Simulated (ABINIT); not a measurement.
The system is B.

```
CELL_PARAMETERS angstrom
1.88524 0.00000 0.00000
0.00000 1.88524 0.00000
0.00000 0.00000 1.88524
ATOMIC_POSITIONS crystal
B 0.50000 0.50000 0.50000
```

The cell was built by a generator and needn't be a form met in nature.

Base run:

| Property | Result |
| --- | --- |
| Program | ABINIT 10.8.3 (patched build) |
| Functional | SCAN |
| Potentials or basis | JTH PAW PBE v2.0 |
| Cutoff | 490 eV |
| k mesh | 14 × 14 × 14 |
| Occupations | fermi-dirac, width 0.05 eV |
| Spin | no spin polarisation |

Its results: band gap on the k mesh none (metal or under the smearing width); pressure -2.6 GPa.

The run is repeated on the same cell with these changes: functional from SCAN to revPBE. What comes out?

Band gap on the k mesh none (metal or under the smearing width); pressure 2.9 GPa.

Caveats: the PAW data sets were made with another functional, which shifts forces and pressure a little.
